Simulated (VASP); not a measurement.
# ZnS (P6_3mc) in VASP: further runs

The runs below take ZnS through electric field gradients, with PBEsol.

All numbers are computed with VASP 6.6.1; they aren't measurements. Logs are shortened: lines on timing, memory, paths and dates and some standing lists are left out, and cuts for length are marked.

**Measured values to compare with.**

A printed reference work, monograph reports, for a bulk crystal of ZnS at 4 K: band gap 3.911 eV (direct).

The results are compared with them further down.

## Step 1: The cell of the first run

It takes space group P6_3mc (No. 186, hexagonal). The conventional cell has a = 3.798 Å, b = 3.798 Å, c = 6.213 Å, α = 90.00°, β = 90.00°, γ = 120.00°. Within 3.0 Å of Zn (site symmetry 3m) lie 4 S at 2.31 to 2.39 Å. Within 3.0 Å of S (site symmetry 3m) lie 4 Zn at 2.31 to 2.39 Å.

## Step 2: Electric field gradients, PBEsol (volume scaled by 0.99)

INCAR

```
SYSTEM = ZnS
ALGO = Normal
EDIFF = 1E-8
ENCUT = 520
GGA = PS
ISIF = 2
ISMEAR = -1
LASPH = .True.
LCHARG = .False.
LEFG = .True.
LREAL = .False.
LWAVE = .False.
NBANDS = 26
NELM = 100
PREC = Accurate
SIGMA = 0.03
```

KPOINTS

```
k-points
0
Gamma
  8 8 5
  0 0 0
```

POSCAR

```
ZnS
1.0
    3.7982528711      0.0000000000      0.0000000000
   -1.8991264355      3.2893834763      0.0000000000
    0.0000000000      0.0000000000      6.2131503459
Zn S
2 2
Direct
    0.3333333333      0.6666666667      0.0000000000
    0.6666666667      0.3333333333      0.5000000000
    0.3333333333      0.6666666667      0.3850000000
    0.6666666667      0.3333333333      0.8850000000
```

Potentials or basis: VASP PAW PBE potentials, release 64 (Zn, S).

Run with:

```
$ cat potpaw_PBE.64/Zn/POTCAR potpaw_PBE.64/S/POTCAR > POTCAR
$ mpirun -np 1 vasp_std > vasp.out
```

OUTCAR:

```text
SYSTEM = ZnS
   EDIFF = 1E-8
   ENCUT = 520
   GGA = PS
   ISIF = 2
   ISMEAR = -1
   LASPH = .True.
   LREAL = .False.
   NELM = 100
   PREC = Accurate

 ion  position               nearest neighbor table
   1  0.333  0.667  0.000-   4 2.31   4 2.31   4 2.31   3 2.39
   2  0.667  0.333  0.500-   3 2.31   3 2.31   3 2.31   4 2.39
   3  0.333  0.667  0.385-   2 2.31   2 2.31   2 2.31   1 2.39
   4  0.667  0.333  0.885-   1 2.31   1 2.31   1 2.31   2 2.39

  LATTYP: Found a hexagonal cell.
 ALAT       =     3.7982528711
 C/A-ratio  =     1.6357916539

  Lattice vectors:

 A1 = (   3.7982528711,   0.0000000000,   0.0000000000)
 A2 = (  -1.8991264355,   3.2893834763,   0.0000000000)
 A3 = (   0.0000000000,   0.0000000000,   6.2131503459)

Analysis of symmetry for initial positions (statically):
=====================================================================
 Subroutine PRICEL returns:
 Original cell was already a primitive cell.

 Routine SETGRP: Setting up the symmetry group for a
 hexagonal supercell.

 Subroutine GETGRP returns: Found 12 space group operations
 (whereof  6 operations were pure point group operations)
 out of a pool of 24 trial point group operations.

The static configuration has the point symmetry C_3v.
 The point group associated with its full space group is C_6v.

Analysis of symmetry for dynamics (positions and initial velocities):
=====================================================================
 Subroutine PRICEL returns:
 Original cell was already a primitive cell.

 Routine SETGRP: Setting up the symmetry group for a
 hexagonal supercell.

 Subroutine GETGRP returns: Found 12 space group operations
 (whereof  6 operations were pure point group operations)
 out of a pool of 24 trial point group operations.

The dynamic configuration has the point symmetry C_3v.
 The point group associated with its full space group is C_6v.

 Subroutine INISYM returns: Found 12 space group operations
 (whereof  6 operations are pure point group operations),
 and found     1 'primitive' translations

----------------------------------------------------------------------------------------

                                     Primitive cell

  volume of cell :      77.6265

  direct lattice vectors                    reciprocal lattice vectors
     3.798252871  0.000000000  0.000000000     0.263278943  0.152004168  0.000000000
    -1.899126435  3.289383476  0.000000000     0.000000000  0.304008337  0.000000000
     0.000000000  0.000000000  6.213150346     0.000000000  0.000000000  0.160948946

  length of vectors
     3.798252871  3.798252871  6.213150346     0.304008337  0.304008337  0.160948946

  position of ions in fractional coordinates (direct lattice)
     0.333333333  0.666666667  0.000000000
     0.666666667  0.333333333  0.500000000
     0.333333333  0.666666667  0.385000000
     0.666666667  0.333333333  0.885000000

  ion indices of the primitive-cell ions
   primitive index   ion index
                 1           1
                 2           2
                 3           3
                 4           4

----------------------------------------------------------------------------------------

 KPOINTS: k-points

Automatic generation of k-mesh.
 Grid dimensions read from file:
 generate k-points for:    8    8    5

 Generating k-lattice:

  Cartesian coordinates                     Fractional coordinates (reciprocal lattice)
     0.032909868  0.019000521  0.000000000     0.125000000  0.000000000  0.000000000
     0.000000000  0.038001042  0.000000000     0.000000000  0.125000000  0.000000000
     0.000000000  0.000000000  0.032189789     0.000000000  0.000000000  0.200000000

  Length of vectors
[... 38 lines left out ...]
   number of dos      NEDOS =    301   number of ions     NIONS =      4
   total plane-waves  NPLWV =  37632
   dimension x,y,z NGX =    28 NGY =   28 NGZ =   48
   dimension x,y,z NGXF=    56 NGYF=   56 NGZF=   96
   ions per type =               2   2
   NGX,Y,Z   is equivalent  to a cutoff of  12.26, 12.26, 12.84 a.u.
   NGXF,Y,Z  is equivalent  to a cutoff of  24.51, 24.51, 25.69 a.u.
 SYSTEM =  ZnS
   PREC   = accura    normal or accurate (medium, high low for compatibility)
   ISTART =      0    job   : 0-new  1-cont  2-samecut
   ICHARG =      2    charge: 1-file 2-atom 10-const
   ISPIN  =      1    spin polarized calculation?
   LNONCOLLINEAR =      F non collinear calculations
   LSORBIT =      F    spin-orbit coupling
   LASPH  =      T    aspherical Exc in radial PAW
   ENCUT  =  520.0 eV  38.22 Ry    6.18 a.u.   7.06  7.06 11.55*2*pi/ulx,y,z
   NELM   =    100;   NELMIN=  2; NELMDL= -5     # of ELM steps
   EDIFF  = 0.1E-07   stopping-criterion for ELM
   LREAL  =      F    real-space projection
   EDIFFG = 0.1E-06   stopping-criterion for IOM
   NSW    =      0    number of steps for IOM
   IBRION =     -1    ionic relax: 0-MD 1-quasi-New 2-CG
   NFREE  =      0    steps in history (QN), initial steepest desc. (CG)
   ISIF   =      2    stress and relaxation
   ISYM   =      2    0-nonsym 1-usesym 2-fastsym
   POTIM  = 0.5000    time-step for ionic-motion
   TEBEG  =    0.0;   TEEND  =   0.0 temperature during run
   PSTRESS=    0.0 pullay stress
   NELECT =      36.0000    total number of electrons
   NUPDOWN=      -1.0000    fix difference up-down
   EMIN   =  10.00;   EMAX   =-10.00  energy-range for DOS
   EFERMI =   0.00;   METHOD = LEGACY
   ISMEAR =    -1;   SIGMA  =   0.03  broadening in eV -4-tet -1-fermi 0-gaus
   EFERMI_NEDOS =   21; number of points for ismear=-14 and -15
   IALGO  =     38    algorithm
   IMIX   =      4    mixing-type and parameters
     AMIX     =   0.40;   BMIX     =  1.00
     AMIX_MAG =   1.60;   BMIX_MAG =  1.00
  volume/ion in A,a.u.               =      19.41       130.96
  Fermi-wavevector in a.u.,A,eV,Ry     =   1.267182  2.394626 21.847550  1.605750
  Thomas-Fermi vector in A             =   2.400343
   LORBIT       =      0    0 simple, 1 ext, 2 COOP (PROOUT), +10 PAW based schemes
   GGA     = PS    functional components
   LHFCALC =     F    Hartree Fock is set to
   AEXX    =    0.0000 exact exchange contribution
   IVDW    =     0    specifies the selected vdW correction
   LEPSILON=     F    determine dielectric tensor
   LRPA    =     F    only Hartree local field effects (RPA)
 non-spin polarized calculation
  energy-cutoff  :      520.00
  volume of cell :       77.63
 maximum number of plane-waves:      2102
   NGX = 15   NGY = 15   NGZ = 23

 number of electron      35.9999970 magnetization

 Free energy of the ion-electron system (eV)
  ---------------------------------------------------
  ext. energy  EPLUGINS =         0.00000000
  ---------------------------------------------------
  free energy    TOTEN  =       -15.14499200 eV

  energy without entropy =      -15.14499200  energy(sigma->0) =      -15.14499200

 E-fermi :   2.7625     XC(G=0):  -9.9169

 val. band max:        2.1630015968   @ k =   0.0000   0.0000   0.0000
 cond. band min:       4.3260237959   @ k =   0.0000   0.0000   0.0000
 fundamental gap:      2.1630221991
 Fermi energy:         2.7624527132

 k-point     1 :       0.0000    0.0000    0.0000
  band No.  band energies     occupation
      1     -11.1162      2.00000
      2     -10.1563      2.00000
      3      -4.2803      2.00000
      4      -4.2803      2.00000
      5      -4.2157      2.00000
      6      -4.2157      2.00000
[... 685 lines left out ...]
     25      11.1588      0.00000
     26      11.5268      0.00000

 [... further k-points ...]

------------------------ aborting loop because EDIFF is reached ----------------------------------------

  FORCE on cell =-STRESS in cart. coord.  units (eV):
  Direction    XX          YY          ZZ          XY          YZ          ZX
  --------------------------------------------------------------------------------------
  -------------------------------------------------------------------------------------
  Total        0.1557818      0.1557818     -0.8107858      0.0000000     -0.0000000      0.0000000
  in kB        3.2152675      3.2152675    -16.7342582      0.0000000     -0.0000000      0.0000000
  external PRESSURE =      -3.4345744 kB  Pullay stress =       0.0000000 kB

 VOLUME and BASIS-vectors are now :
 -----------------------------------------------------------------------------
  energy-cutoff  :      520.00
  volume of cell :       77.63
      direct lattice vectors                 reciprocal lattice vectors
     3.798252871  0.000000000  0.000000000     0.263278943  0.152004168  0.000000000
    -1.899126435  3.289383476  0.000000000     0.000000000  0.304008337  0.000000000
     0.000000000  0.000000000  6.213150346     0.000000000  0.000000000  0.160948946

 POSITION                                       TOTAL-FORCE (eV/Angst)
 -----------------------------------------------------------------------------------
     -0.00000      2.19292      0.00000         0.000000     -0.000000      0.320808
      1.89913      1.09646      3.10658        -0.000000      0.000000      0.320808
     -0.00000      2.19292      2.39206        -0.000000     -0.000000     -0.320808
      1.89913      1.09646      5.49864        -0.000000      0.000000     -0.320808
 -----------------------------------------------------------------------------------
    total drift:                               -0.000000     -0.000001     -0.000056

  FREE ENERGIE OF THE ION-ELECTRON SYSTEM (eV)
  ---------------------------------------------------
  free  energy   TOTEN  =       -15.1449919963 eV

  energy  without entropy=      -15.1449919963  energy(sigma->0) =      -15.14499200

 Electric field gradients (V/A^2)
---------------------------------------------------------------------
 ion       V_xx      V_yy      V_zz      V_xy      V_xz      V_yz
---------------------------------------------------------------------
   1      -9.693    -9.686    19.379     0.006    -0.000     0.000
   2      -9.693    -9.686    19.379     0.006     0.000    -0.000
   3       2.604     2.603    -5.207    -0.000    -0.000     0.000
   4       2.604     2.603    -5.207    -0.000     0.000    -0.000
---------------------------------------------------------------------

 Electric field gradients after diagonalization (V/A^2)
 (convention: |V_zz| > |V_xx| > |V_yy|)
----------------------------------------------------------------------
 ion       V_xx      V_yy      V_zz     asymmetry (V_yy - V_xx)/ V_zz
----------------------------------------------------------------------
   1      -9.696    -9.683    19.379       0.001
   2      -9.696    -9.683    19.379       0.001
   3       2.604     2.603    -5.207       0.000
   4       2.604     2.603    -5.207       0.000
----------------------------------------------------------------------

           NMR quadrupolar parameters

 Cq : quadrupolar parameter    Cq=e*Q*V_zz/h
 eta: asymmetry parameters     (V_yy - V_xx)/ V_zz
 Q  : nuclear electric quadrupole moment in mb (millibarn)
----------------------------------------------------------------------
 ion       Cq(MHz)       eta       Q (mb)
----------------------------------------------------------------------
   1       0.047       0.001       1.000
   2       0.047       0.001       1.000
   3      -0.013       0.000       1.000
   4      -0.013       0.000       1.000
----------------------------------------------------------------------
```

Run time: 24 s. Hardware: 1 thread of Intel Xeon 6975P-C (Granite Rapids), shared host; peak memory 0.2 GiB.

Results:

- Free energy: -15.1450 eV
- Pressure: -0.3 GPa
- Largest force: 0.321 eV/Å
- Band gap on the k mesh: 2.16 eV, direct

Forces on the atoms (eV/Å):
```
Zn   0.000  0.000  0.321
Zn   0.000  0.000  0.321
S    0.000  0.000 -0.321
S    0.000  0.000 -0.321
```

Levels at points of the mesh, in eV from the valence-band top:
```
           k point  band 14  band 15  band 16  band 17  band 18  band 19  band 20  band 21  band 22  band 23
(0.00, 0.00, 0.00)    -0.88    -0.88    -0.01    -0.01     0.00     2.16     2.90     6.20     6.20     6.52
(0.50, 0.00, 0.00)    -4.30    -3.25    -2.32    -1.62    -1.01     3.48     4.20     5.05     7.04     7.38
```

Electric field gradients, principal values (V/Å²):
| atom | least | middle | greatest (by size) |
| --- | --- | --- | --- |
| 1 Zn | -9.683 | -9.696 | 19.379 |
| 2 Zn | -9.683 | -9.696 | 19.379 |
| 3 S | 2.603 | 2.604 | -5.207 |
| 4 S | 2.603 | 2.604 | -5.207 |

Caveat: the cell differs from its parent crystal (volume scaled by 0.99); without QUAD_EFG the Cq values of the log hold for a quadrupole moment of 1 mb, not for the nuclei; the PAW data sets were made with another functional, which shifts forces and pressure a little.

## Step 3: Electric field gradients, PBEsol

This run uses another cell than the first one, of 19.60 Å³/atom, 1.010 times its volume.

INCAR

```
SYSTEM = ZnS
PREC = Accurate
ENCUT = 520
EDIFF = 1E-8
ISMEAR = -1
SIGMA = 0.03
LREAL = .False.
LASPH = .True.
NELM = 80
ALGO = Normal
ISIF = 2
LWAVE = .False.
LCHARG = .False.
GGA = PS
LEFG = .True.
NBANDS = 26
```

KPOINTS

```
Automatic mesh
0
Gamma
  8 8 5
  0 0 0
```

POSCAR

```
ZnS
1.0
    3.8109987816      0.0000000000      0.0000000000
   -1.9054993908      3.3004217586      0.0000000000
    0.0000000000      0.0000000000      6.2340000000
Zn S
2 2
Direct
    0.3333333333      0.6666666667      0.0000000000
    0.6666666667      0.3333333333      0.5000000000
    0.3333333333      0.6666666667      0.3850000000
    0.6666666667      0.3333333333      0.8850000000
```

Potentials or basis: VASP PAW PBE potentials, release 64 (Zn, S).

Run with:

```
$ cat potpaw_PBE.64/Zn/POTCAR potpaw_PBE.64/S/POTCAR > POTCAR
$ mpirun -np 1 vasp_std > vasp.out
```

OUTCAR:

```text
SYSTEM = ZnS
   PREC = Accurate
   ENCUT = 520
   EDIFF = 1E-8
   ISMEAR = -1
   LREAL = .False.
   LASPH = .True.
   NELM = 80
   ISIF = 2
   GGA = PS

 ion  position               nearest neighbor table
   1  0.333  0.667  0.000-   4 2.31   4 2.31   4 2.31   3 2.40
   2  0.667  0.333  0.500-   3 2.31   3 2.31   3 2.31   4 2.40
   3  0.333  0.667  0.385-   2 2.31   2 2.31   2 2.31   1 2.40
   4  0.667  0.333  0.885-   1 2.31   1 2.31   1 2.31   2 2.40

  LATTYP: Found a hexagonal cell.
 ALAT       =     3.8109987816
 C/A-ratio  =     1.6357916539

  Lattice vectors:

 A1 = (   3.8109987816,   0.0000000000,   0.0000000000)
 A2 = (  -1.9054993908,   3.3004217586,   0.0000000000)
 A3 = (   0.0000000000,   0.0000000000,   6.2340000000)

Analysis of symmetry for initial positions (statically):
=====================================================================
 Subroutine PRICEL returns:
 Original cell was already a primitive cell.

 Routine SETGRP: Setting up the symmetry group for a
 hexagonal supercell.

 Subroutine GETGRP returns: Found 12 space group operations
 (whereof  6 operations were pure point group operations)
 out of a pool of 24 trial point group operations.

The static configuration has the point symmetry C_3v.
 The point group associated with its full space group is C_6v.

Analysis of symmetry for dynamics (positions and initial velocities):
=====================================================================
 Subroutine PRICEL returns:
 Original cell was already a primitive cell.

 Routine SETGRP: Setting up the symmetry group for a
 hexagonal supercell.
[... 863 lines left out ...]

  FORCE on cell =-STRESS in cart. coord.  units (eV):
  Direction    XX          YY          ZZ          XY          YZ          ZX
  --------------------------------------------------------------------------------------
  -------------------------------------------------------------------------------------
  Total       -0.2351199     -0.2351199     -1.1392347      0.0000000      0.0000000      0.0000000
  in kB       -4.8042428     -4.8042428    -23.2781652      0.0000000      0.0000000      0.0000000
  external PRESSURE =     -10.9622170 kB  Pullay stress =       0.0000000 kB

 VOLUME and BASIS-vectors are now :
 -----------------------------------------------------------------------------
  energy-cutoff  :      520.00
  volume of cell :       78.41
      direct lattice vectors                 reciprocal lattice vectors
     3.810998782  0.000000000  0.000000000     0.262398405  0.151495789  0.000000000
    -1.905499391  3.300421759  0.000000000     0.000000000  0.302991579  0.000000000
     0.000000000  0.000000000  6.234000000     0.000000000  0.000000000  0.160410651

 POSITION                                       TOTAL-FORCE (eV/Angst)
 -----------------------------------------------------------------------------------
     -0.00000      2.20028      0.00000         0.000000     -0.000000      0.308632
      1.90550      1.10014      3.11700        -0.000000      0.000000      0.308632
     -0.00000      2.20028      2.40009         0.000000      0.000000     -0.308632
      1.90550      1.10014      5.51709         0.000000      0.000000     -0.308632
 -----------------------------------------------------------------------------------
    total drift:                               -0.000000     -0.000000      0.000017

  FREE ENERGIE OF THE ION-ELECTRON SYSTEM (eV)
  ---------------------------------------------------
  free  energy   TOTEN  =       -15.1416220872 eV

  energy  without entropy=      -15.1416220871  energy(sigma->0) =      -15.14162209

 Electric field gradients (V/A^2)
---------------------------------------------------------------------
 ion       V_xx      V_yy      V_zz      V_xy      V_xz      V_yz
---------------------------------------------------------------------
   1      -9.581    -9.574    19.155     0.006    -0.000     0.000
   2      -9.581    -9.574    19.155     0.006     0.000    -0.000
   3       2.707     2.707    -5.414    -0.000    -0.000     0.000
   4       2.707     2.707    -5.414    -0.000     0.000    -0.000
---------------------------------------------------------------------

 Electric field gradients after diagonalization (V/A^2)
 (convention: |V_zz| > |V_xx| > |V_yy|)
----------------------------------------------------------------------
 ion       V_xx      V_yy      V_zz     asymmetry (V_yy - V_xx)/ V_zz
----------------------------------------------------------------------
   1      -9.584    -9.571    19.155       0.001
   2      -9.584    -9.571    19.155       0.001
   3       2.708     2.707    -5.414       0.000
   4       2.708     2.707    -5.414       0.000
----------------------------------------------------------------------

           NMR quadrupolar parameters

 Cq : quadrupolar parameter    Cq=e*Q*V_zz/h
 eta: asymmetry parameters     (V_yy - V_xx)/ V_zz
 Q  : nuclear electric quadrupole moment in mb (millibarn)
----------------------------------------------------------------------
 ion       Cq(MHz)       eta       Q (mb)
----------------------------------------------------------------------
   1       0.046       0.001       1.000
   2       0.046       0.001       1.000
   3      -0.013       0.000       1.000
   4      -0.013       0.000       1.000
----------------------------------------------------------------------
```

Wall time 24 s (1 thread of Intel Xeon 6975P-C (Granite Rapids), shared host); peak memory 0.21 GiB.

What came out:

| Quantity | Value |
| --- | --- |
| Free energy | -15.1416 eV |
| Pressure | -1.1 GPa |
| Largest force | 0.309 eV/Å |
| Band gap on the k mesh | 2.12 eV, direct |

Forces in eV/Å, atoms in the order of the input:
```
Zn   0.000  0.000  0.309
Zn   0.000  0.000  0.309
S    0.000  0.000 -0.309
S    0.000  0.000 -0.309
```

Electric field gradients, principal values (V/Å²):
| atom | least | middle | greatest (by size) |
| --- | --- | --- | --- |
| 1 Zn | -9.571 | -9.584 | 19.155 |
| 2 Zn | -9.571 | -9.584 | 19.155 |
| 3 S | 2.707 | 2.708 | -5.414 |
| 4 S | 2.707 | 2.708 | -5.414 |

Caveat: without QUAD_EFG the Cq values of the log hold for a quadrupole moment of 1 mb, not for the nuclei; the PAW data sets were made with another functional, which shifts forces and pressure a little.

(Part 1 of 2 ends here.)
